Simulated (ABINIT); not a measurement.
# CdSe (Cadmoselite) (P6_3mc) in ABINIT: settings compared

Aim: see how the results for CdSe (Cadmoselite) move with the level of theory and the settings. Levels: WC, LDA-PZ, LDA. Tasks: band structure.

Program: ABINIT 10.8.3 (patched build). These are calculated values, not measurements. Logs are shortened: lines on timing, memory, paths and dates and some standing lists are left out, and cuts for length are marked. The log counts tension as positive stress, the text compression.

**What was measured.**

A printed reference work, data compilation reports, for a bulk crystal of CdSe at 2 K: band gap 1.841 eV.

The results are compared with them further down.

## Step 1: The structure

It takes space group P6_3mc (No. 186, hexagonal). The conventional cell has a = 4.300 Å, b = 4.300 Å, c = 7.020 Å, α = 90.00°, β = 90.00°, γ = 120.00°. Cd (site symmetry 3m) is surrounded by 4 Se at 2.61 to 2.70 Å. Around Se (site symmetry 3m) lie 4 Cd at 2.61 to 2.70 Å.

## Step 2: Band structure, WC

The input, run.abi:

```
# Datasets: ground state, then fixed potential
ndtset 2

# Pseudopotentials
pp_dirpath "./"
pseudos "Cd.GGA_PBE-JTH.xml, Se.GGA_PBE-JTH.xml"

# Structure
acell 3*1.0 Angstrom
rprim
     4.3000000000     0.0000000000     0.0000000000
    -2.1500000000     3.7239092363     0.0000000000
     0.0000000000     0.0000000000     7.0200000000
ntypat 2
znucl 48 34
natom 4
typat 1 1 2 2
xcart
     4.0629111684     2.3457228563     6.6329386974
    -0.0000000004     4.6914457133     0.0000000000
     4.0629111684     2.3457228563    11.7403014945
    -0.0000000004     4.6914457133     5.1073627970

# Plane-wave basis
ecut 17.0
pawecutdg 34.0

# Exchange and correlation
ixc 23

# Bands and occupations
occopt 3
tsmear 0.05 eV

# SCF cycle
nstep 100

# Output
iomode 3
prtwf 0
prteig 0
prtebands 0
enunit 1
prtden1 1
prtvha1 1
prtvclmb1 1
prtpot1 1

# Dataset 1
kptopt1 1
ngkpt1 7 7 4
nshiftk1 1
shiftk1 0.0 0.0 0.0
nband1 22
tolvrs1 1.0e-9

# Dataset 2: bands along G-M-K-G-A-L-H-A
iscf2 -2
getden2 1
nband2 26
nbdbuf2 2
tolwfr2 1.0e-12
kptopt2 -7
ndivsm2 5
prteig2 1
prtvol2 -3
kptbounds2
     0.0000000000     0.0000000000     0.0000000000
     0.5000000000     0.0000000000     0.0000000000
     0.3333333333     0.3333333333     0.0000000000
     0.0000000000     0.0000000000     0.0000000000
     0.0000000000     0.0000000000     0.5000000000
     0.5000000000     0.0000000000     0.5000000000
     0.3333333333     0.3333333333     0.5000000000
     0.0000000000     0.0000000000     0.5000000000
```

Potentials or basis: JTH PAW PBE v2.0.

Command:

```console
abinit run.abi > log 2>&1
```

run.abo:

```text
.Version 10.8.3 of ABINIT
 DATASET    1 : space group P6_3 m c (#186); Bravais hP (primitive hexag.)
================================================================================
 Values of the parameters that define the memory need for DATASET  1.
     intxc =       0    ionmov =       0      iscf =      17    lmnmax =      18
     lnmax =       6     mgfft =      50  mpssoang =       3    mqgrid =    3483
     natom =       4  nloc_mem =       2    nspden =       1   nspinor =       1
    nsppol =       1      nsym =      12    n1xccc =       1    ntypat =       2
    occopt =       3   xclevel =       2
       mpw =        2563          nfft =       51200          nkpt =          24
 PAW method is used; the additional fine FFT grid is defined by:
   mgfftf=        72    nfftf =    145800
================================================================================
================================================================================

 DATASET    2 : space group P6_3 m c (#186); Bravais hP (primitive hexag.)
================================================================================
 Values of the parameters that define the memory need for DATASET  2.
     intxc =       0    ionmov =       0      iscf =      -2    lmnmax =      18
     lnmax =       6     mgfft =      50  mpssoang =       3    mqgrid =    3483
     natom =       4  nloc_mem =       2    nspden =       1   nspinor =       1
    nsppol =       1      nsym =      12    n1xccc =       1    ntypat =       2
    occopt =       3   xclevel =       2
       mpw =        2563          nfft =       51200          nkpt =          56
 PAW method is used; the additional fine FFT grid is defined by:
   mgfftf=        72    nfftf =    145800
================================================================================
================================================================================

--------------------------------------------------------------------------------
------------- Echo of variables that govern the present computation ------------
--------------------------------------------------------------------------------
 -outvars: echo values of preprocessed input variables --------
            acell      1.8897261259E+00  1.8897261259E+00  1.8897261259E+00 Bohr
              amu      1.12411000E+02  7.89600000E+01
             ecut      1.70000000E+01 Hartree
           enunit           1
           getden1          0
           getden2          1
             iscf1         17
             iscf2         -2
              ixc          23
           jdtset        1    2
           kptopt1          1
           kptopt2         -7
         kptrlatt        7    0    0      0    7    0      0    0    4
          kptrlen1     5.30635096E+01
          kptrlen2     3.00000000E+01
            natom           4
            nband1         22
            nband2         26
           nbdbuf1          0
           nbdbuf2          2
           ndtset           2
           ndivsm1          0
           ndivsm2          5
            ngfft          32      32      50
          ngfftdg          45      45      72
             nkpt1         24
             nkpt2         56
            nstep         100
             nsym          12
           ntypat           2
           occopt           3
        pawecutdg      3.40000000E+01 Hartree
         pawxcdev           0
        prtebands           0
           prteig1          0
           prteig2          1
           prtpot1          1
           prtpot2          0
         prtvclmb1          1
         prtvclmb2          0
           prtvha1          1
           prtvha2          0
           prtvol1          0
[... 293 lines left out ...]
  6.61E-13  6.98E-13  8.91E-13  7.66E-13  9.53E-13  9.06E-13  8.43E-13  2.87E-13
  5.01E-13  6.46E-13  4.68E-13  5.34E-13  9.29E-13  4.70E-13  5.28E-13  8.57E-13
  9.01E-13  6.70E-13  8.12E-13  6.55E-13  6.14E-13  7.87E-13  9.53E-13  9.72E-13
  1.06E-11  5.13E-10
 -4.1583E-01 -4.0201E-01 -2.4223E-01 -2.4223E-01 -2.4020E-01 -2.4020E-01
 -2.3992E-01 -2.2897E-01 -2.2897E-01 -2.2649E-01 -2.2649E-01 -2.1633E-01
 -1.0915E-01  2.2094E-02  2.2094E-02  4.8363E-02  4.8883E-02  4.8883E-02
  6.8935E-02  1.2186E-01  2.6202E-01  2.6202E-01  2.7132E-01  3.0331E-01
  3.0331E-01  3.2699E-01
 Non-SCF case, kpt    2 (  0.05556  0.00000  0.00000), residuals and eigenvalues=
[... 535 lines left out ...]
 -2.3293E-01 -2.3293E-01 -2.2759E-01 -2.2759E-01 -2.2750E-01 -2.2750E-01
 -4.7732E-02 -4.7732E-02  3.0537E-02  3.0537E-02  3.3700E-02  3.3700E-02
  1.3522E-01  1.3522E-01  2.5250E-01  2.5250E-01  2.7809E-01  2.7809E-01
  2.7925E-01  2.7925E-01
 Non-SCF case, kpt   56 (  0.00000  0.00000  0.50000), residuals and eigenvalues=
  5.89E-13  7.27E-13  5.17E-13  6.14E-13  6.75E-13  6.86E-13  7.19E-13  6.60E-13
  7.77E-13  9.10E-13  5.24E-13  9.73E-13  2.68E-13  8.30E-13  1.18E-13  8.11E-14
  5.30E-13  9.07E-13  9.07E-13  6.56E-13  3.96E-13  6.72E-13  3.51E-13  1.31E-13
  1.68E-10  1.92E-10
 -4.0889E-01 -4.0889E-01 -2.4136E-01 -2.4136E-01 -2.4136E-01 -2.4136E-01
 -2.3296E-01 -2.3296E-01 -2.2759E-01 -2.2759E-01 -2.2759E-01 -2.2759E-01
 -4.7322E-02 -4.7322E-02  3.4918E-02  3.4918E-02  3.4918E-02  3.4918E-02
  1.3020E-01  1.3020E-01  2.5842E-01  2.5842E-01  2.7592E-01  2.7592E-01
  2.7592E-01  2.7592E-01

--- !ResultsGS
iteration_state: {dtset: 2, }
comment   : Summary of ground state results
lattice_vectors:
- [  8.1258223,   0.0000000,   0.0000000, ]
- [ -4.0629112,   7.0371686,   0.0000000, ]
- [  0.0000000,   0.0000000,  13.2658774, ]
lattice_lengths: [   8.12582,    8.12582,   13.26588, ]
lattice_angles: [ 90.000,  90.000, 120.000, ] # degrees, (23, 13, 12)
lattice_volume:   7.5857977E+02
convergence: {deltae:  0.000E+00, res2:  0.000E+00, residm:  1.000E-12, diffor:  0.000E+00, }
etotal    :  -1.14424761E+02
entropy   :   0.00000000E+00
fermie    :   6.01207714E-02
cartesian_stress_tensor: null
pressure_GPa: null
xred      :
- [  6.6667E-01,   3.3333E-01,   5.0000E-01, Cd]
- [  3.3333E-01,   6.6667E-01,   0.0000E+00, Cd]
- [  6.6667E-01,   3.3333E-01,   8.8500E-01, Se]
- [  3.3333E-01,   6.6667E-01,   3.8500E-01, Se]
cartesian_forces: null
force_length_stats: {min: null, max: null, mean: null, }
...

 Integrated electronic density in atomic spheres:
 ------------------------------------------------
 Atom  Sphere_radius  Integrated_density
    1        2.50234         10.45152315
    2        2.50234         10.45152315
    3        2.21132          3.95183865
    4        2.21132          3.95183865

================================================================================

 ----iterations are completed or convergence reached----

 Mean square residual over all n,k,spin=   69.307E-14; max=  10.000E-13
 reduced coordinates (array xred) for    4 atoms
       0.666666666332      0.333333332996      0.500000000000
       0.333333332999      0.666666666329      0.000000000000
       0.666666666332      0.333333332996      0.884999999741
       0.333333332999      0.666666666329      0.384999999741

 cartesian coordinates (angstrom) at end:
    1      2.14999999928515     1.24130307751109     3.51000000000000
    2     -0.00000000071485     2.48260615627775     0.00000000000000
    3      2.14999999928515     1.24130307751109     6.21269999817912
    4     -0.00000000071485     2.48260615627775     2.70269999817912
 length scales=  1.889726125908  1.889726125908  1.889726125908 bohr
              =  1.000000000000  1.000000000000  1.000000000000 angstroms
 Eigenvalues (   eV  ) for nkpt=  56  k points:
 kpt#   1, nband= 26, wtk=  1.00000, kpt=  0.0000  0.0000  0.0000 (reduced coord)
 -11.31522  -10.93918   -6.59148   -6.59148   -6.53606   -6.53606   -6.52848   -6.23046
  -6.23046   -6.16312   -6.16312   -5.88669   -2.97009    0.60121    0.60121    1.31602
   1.33018    1.33018    1.87582    3.31585    7.13004    7.13004    7.38301    8.25343
   8.25343    8.89791
 kpt#   2, nband= 26, wtk=  1.00000, kpt=  0.0556  0.0000  0.0000 (reduced coord)
 -11.30501  -10.93408   -6.58719   -6.58602   -6.53149   -6.53075   -6.52377   -6.23239
  -6.23084   -6.16716   -6.16245   -5.88105   -2.95009    0.42653    0.55726    0.94845
   1.30381    1.30519    2.23608    3.49020    6.99965    7.18766    7.43933    8.16776
   8.33116    8.83514
 kpt#   3, nband= 26, wtk=  1.00000, kpt=  0.1111  0.0000  0.0000 (reduced coord)
 -11.27533  -10.91955   -6.57494   -6.56917   -6.51883   -6.51551   -6.50820   -6.23768
  -6.23149   -6.17744   -6.16066   -5.86519   -2.89265    0.00465    0.40321    0.43589
   1.22741    1.23904    2.75062    3.89477    6.73275    7.34605    7.53610    8.00849
   8.55530    8.66616
 kpt#   4, nband= 26, wtk=  1.00000, kpt=  0.1667  0.0000  0.0000 (reduced coord)
 -11.22898  -10.89785   -6.55664   -6.54356   -6.49589   -6.49189   -6.48170   -6.24592
[... 249 lines left out ...]
 -11.09916  -11.09916   -6.55172   -6.55172   -6.54891   -6.54891   -6.33632   -6.33632
  -6.19320   -6.19320   -6.18221   -6.18221   -1.34211   -1.34211    0.55826    0.55826
   0.81789    0.81789    4.00846    4.00846    6.58029    6.58029    7.65379    7.65379
   7.79173    7.79173
 kpt#  55, nband= 26, wtk=  1.00000, kpt=  0.0303  0.0303  0.5000 (reduced coord)
 -11.11954  -11.11954   -6.56366   -6.56366   -6.56330   -6.56330   -6.33848   -6.33848
  -6.19317   -6.19317   -6.19056   -6.19056   -1.29886   -1.29886    0.83095    0.83095
   0.91702    0.91702    3.67962    3.67962    6.87075    6.87075    7.56713    7.56713
   7.59869    7.59869
 kpt#  56, nband= 26, wtk=  1.00000, kpt=  0.0000  0.0000  0.5000 (reduced coord)
 -11.12657  -11.12657   -6.56784   -6.56784   -6.56784   -6.56784   -6.33917   -6.33917
  -6.19304   -6.19304   -6.19304   -6.19304   -1.28769   -1.28769    0.95017    0.95017
   0.95017    0.95017    3.54285    3.54285    7.03206    7.03206    7.50815    7.50815
   7.50815    7.50815

== END DATASET(S) ==============================================================
================================================================================

 -outvars: echo values of variables after computation  --------
            acell      1.8897261259E+00  1.8897261259E+00  1.8897261259E+00 Bohr
           etotal1    -1.1442476113E+02
            fcart1     2.6509516059E-28  1.1478957174E-28  5.2608968585E-03
                      -2.6509516059E-28 -1.9131595291E-28  5.2608968585E-03
                      -1.3254758030E-28  3.8263190582E-29 -5.2608968585E-03
                       1.3254758030E-28  3.8263190582E-29 -5.2608968585E-03
            rprim      4.3000000000E+00  0.0000000000E+00  0.0000000000E+00
                      -2.1500000000E+00  3.7239092363E+00  0.0000000000E+00
                       0.0000000000E+00  0.0000000000E+00  7.0200000000E+00
           strten1    -2.3019310563E-05 -2.3019310666E-05  4.1744562163E-05
                       0.0000000000E+00  0.0000000000E+00  0.0000000000E+00
           xangst      2.1499999993E+00  1.2413030775E+00  3.5100000000E+00
                      -7.1484734875E-10  2.4826061563E+00  0.0000000000E+00
                       2.1499999993E+00  1.2413030775E+00  6.2126999982E+00
                      -7.1484734875E-10  2.4826061563E+00  2.7026999982E+00
             xred      6.6666666633E-01  3.3333333300E-01  5.0000000000E-01
                       3.3333333300E-01  6.6666666633E-01  0.0000000000E+00
                       6.6666666633E-01  3.3333333300E-01  8.8499999974E-01
                       3.3333333300E-01  6.6666666633E-01  3.8499999974E-01
 Calculation completed.
```

It took 5.8 min on 1 thread of Arm Neoverse V1, shared host; peak memory 0.2 GiB.

What came out:

```
Free energy                                           : -3113.6564 eV
Largest force                                         : 0.271 eV/Å
Band gap on the k mesh                                : 0.55 eV, direct
Valence electrons inside the program's atomic spheres : Cd 10.45; Se 3.95
```

Forces on the atoms (eV/Å):
```
Cd   0.000  0.000  0.271
Cd   0.000  0.000  0.271
Se   0.000  0.000 -0.271
Se   0.000  0.000 -0.271
```

Levels at the corners of the path, in eV from the valence-band top:
```
point  band 16  band 17  band 18  band 19  band 20  band 21
    Γ    -0.01     0.00     0.00     0.55     1.99     5.80
    M    -1.88    -1.27    -0.85     3.11     3.19     4.70
    K    -1.82    -1.82    -1.81     4.27     4.72     4.72
    Γ    -0.01     0.00     0.00     0.55     1.99     5.80
    A    -0.38    -0.38    -0.38     2.21     2.21     5.70
    L    -1.40    -1.31    -1.31     2.86     2.86     4.68
    H    -2.53    -1.07    -1.07     3.68     3.68     5.80
    A    -0.38    -0.38    -0.38     2.21     2.21     5.70
```

Caveat: the cutoff is too short for stress, so the log's stress isn't used; the PAW data sets were made with another functional, which shifts forces and pressure a little.

## Step 3: Band structure, LDA-PZ

Edit run.abi of step 2 so:

```diff
@@ -5,10 +5,10 @@
 pp_dirpath "./"
-pseudos "Cd.GGA_PBE-JTH.xml, Se.GGA_PBE-JTH.xml"
+pseudos "Cd.LDA_PW-JTH.xml, Se.LDA_PW-JTH.xml"
 
 # Structure
-acell 3*1.0 Angstrom
+acell 4.3 4.3 7.02 Angstrom
 rprim
-     4.3000000000     0.0000000000     0.0000000000
-    -2.1500000000     3.7239092363     0.0000000000
-     0.0000000000     0.0000000000     7.0200000000
+     1.0000000000     0.0000000000     0.0000000000
+    -0.5000000000     0.8660254038     0.0000000000
+     0.0000000000     0.0000000000     1.0000000000
 ntypat 2
@@ -18,6 +18,6 @@
 xcart
-     4.0629111684     2.3457228563     6.6329386974
-    -0.0000000004     4.6914457133     0.0000000000
-     4.0629111684     2.3457228563    11.7403014945
-    -0.0000000004     4.6914457133     5.1073627970
+     2.1500000002     1.2413030786     3.5100000000
+    -0.0000000002     2.4826061577     0.0000000000
+     2.1500000002     1.2413030786     6.2127000000
+    -0.0000000002     2.4826061577     2.7027000000 Angstrom
 
@@ -28,3 +28,3 @@
 # Exchange and correlation
-ixc 23
+ixc 2
 
@@ -65,3 +65,2 @@
 prteig2 1
-prtvol2 -3
 kptbounds2
```

Potentials or basis: JTH PAW LDA v2.0.

Command:

```console
abinit run.abi > log 2>&1
```

Wall time 4.4 min (1 thread of Arm Neoverse V1, shared host); peak memory 0.15 GiB.

The run converged. Its results:

```yaml
Free_energy: -3123.3176 eV
Largest_force: 0.256 eV/Å
Band_gap_on_the_k_mesh: 0.42 eV, direct
Valence_electrons_inside_the_program's_atomic_spheres: Cd 10.46; Se 3.95
```

Forces in eV/Å, atoms in the order of the input:
```
Cd   0.000  0.000  0.256
Cd   0.000  0.000  0.256
Se   0.000  0.000 -0.256
Se   0.000  0.000 -0.256
```

Levels at the corners of the path, in eV from the valence-band top:
```
point  band 16  band 17  band 18  band 19  band 20  band 21
    Γ    -0.02     0.00     0.00     0.42     1.88     5.74
    M    -1.90    -1.27    -0.85     3.03     3.11     4.64
    K    -1.83    -1.83    -1.82     4.20     4.64     4.64
    Γ    -0.02     0.00     0.00     0.42     1.88     5.74
    A    -0.38    -0.38    -0.38     2.11     2.11     5.63
    L    -1.41    -1.32    -1.32     2.77     2.77     4.63
    H    -2.55    -1.08    -1.08     3.61     3.61     5.73
    A    -0.38    -0.38    -0.38     2.11     2.11     5.63
```

Caveat: the cutoff is too short for stress, so the log's stress isn't used.

## Step 4: Band structure, LDA

Edit run.abi of step 3 so:

```diff
@@ -8,7 +8,7 @@
 # Structure
-acell 4.3 4.3 7.02 Angstrom
+acell 3*1.0 Angstrom
 rprim
-     1.0000000000     0.0000000000     0.0000000000
-    -0.5000000000     0.8660254038     0.0000000000
-     0.0000000000     0.0000000000     1.0000000000
+     4.3000000000     0.0000000000     0.0000000000
+    -2.1500000000     3.7239092363     0.0000000000
+     0.0000000000     0.0000000000     7.0200000000
 ntypat 2
@@ -17,7 +17,7 @@
 typat 1 1 2 2
-xcart
-     2.1500000002     1.2413030786     3.5100000000
-    -0.0000000002     2.4826061577     0.0000000000
-     2.1500000002     1.2413030786     6.2127000000
-    -0.0000000002     2.4826061577     2.7027000000 Angstrom
+xred
+     0.6666666667     0.3333333333     0.5000000000
+     0.3333333333     0.6666666667     0.0000000000
+     0.6666666667     0.3333333333     0.8850000000
+     0.3333333333     0.6666666667     0.3850000000
 
@@ -28,3 +28,3 @@
 # Exchange and correlation
-ixc 2
+ixc 7
 
@@ -32,3 +32,3 @@
 occopt 3
-tsmear 0.05 eV
+tsmear 0.00183747
```

Command:

```console
abinit run.abi > log 2>&1
```

Wall time 4.4 min (1 thread of Arm Neoverse V1, shared host); peak memory 0.15 GiB.

The run converged. Its results:

```yaml
Free_energy: -3123.4438 eV
Largest_force: 0.256 eV/Å
Band_gap_on_the_k_mesh: 0.42 eV, direct
Valence_electrons_inside_the_program's_atomic_spheres: Cd 10.46; Se 3.95
```

Forces in eV/Å, atoms in the order of the input:
```
Cd   0.000  0.000  0.256
Cd   0.000  0.000  0.256
Se   0.000  0.000 -0.256
Se   0.000  0.000 -0.256
```

Levels at the corners of the path, in eV from the valence-band top:
```csv
point,band 15,band 16,band 17,band 18,band 19,band 20,band 21,band 22
Γ,-0.73,-0.02,0.00,0.00,0.42,1.89,5.74,5.74
M,-2.62,-1.89,-1.27,-0.85,3.03,3.12,4.64,5.96
K,-3.14,-1.83,-1.83,-1.82,4.20,4.64,4.64,6.87
Γ,-0.73,-0.02,0.00,0.00,0.42,1.89,5.74,5.74
A,-0.38,-0.38,-0.38,-0.38,2.11,2.11,5.63,5.63
L,-1.41,-1.41,-1.32,-1.32,2.78,2.78,4.63,4.63
H,-2.55,-2.55,-1.08,-1.08,3.61,3.61,5.73,5.73
A,-0.38,-0.38,-0.38,-0.38,2.11,2.11,5.63,5.63
```

Caveat: the cutoff is too short for stress, so the log's stress isn't used.

## Step 5: Overview

```tsv
level	potentials or basis	gap on the mesh (eV)	largest force (eV/Å)
WC	JTH PAW PBE v2.0	0.55	0.27
LDA-PZ	JTH PAW LDA v2.0	0.42	0.26
LDA	JTH PAW LDA v2.0	0.42	0.26
```

Alike in all rows: task band structure; no spin polarisation; cell as given; k mesh 7 × 7 × 4; cutoff (eV) 463; smearing fermi-dirac 0.05 eV.

Caveats: the PAW data sets were made with another functional, which shifts forces and pressure a little (some runs).

Total energies depend on the potentials used, so only differences within one code and one set of settings carry meaning.

## Step 6: Against experiment

Step 2. A measured gap of CdSe is 1.841 eV (2 K; a printed reference work, data compilation); the calculated 0.55 eV misses it by -1.30 eV. So large a miss can be the level of theory's own, or it may mean another phase, state or a wrong row. Spin-orbit coupling on Cd, Se is left out. The value is that of WC, without temperature or zero-point motion. Semilocal functionals fall short of measured gaps as a rule.

Step 3. Against the measured gap of CdSe, 1.841 eV (2 K; a printed reference work, data compilation), the calculated 0.42 eV is off by -1.42 eV. So large a miss can be the level of theory's own, or it may mean another phase, state or a wrong row. Spin-orbit coupling on Cd, Se is left out. The value is that of LDA-PZ, without temperature or zero-point motion. Semilocal functionals fall short of measured gaps as a rule.

Step 4. A measured gap of CdSe is 1.841 eV (2 K; a printed reference work, data compilation); the calculated 0.42 eV misses it by -1.42 eV. So large a miss can be the level of theory's own, or it may mean another phase, state or a wrong row. Spin-orbit coupling on Cd, Se is left out. The value is that of LDA, without temperature or zero-point motion. Semilocal functionals fall short of measured gaps as a rule.
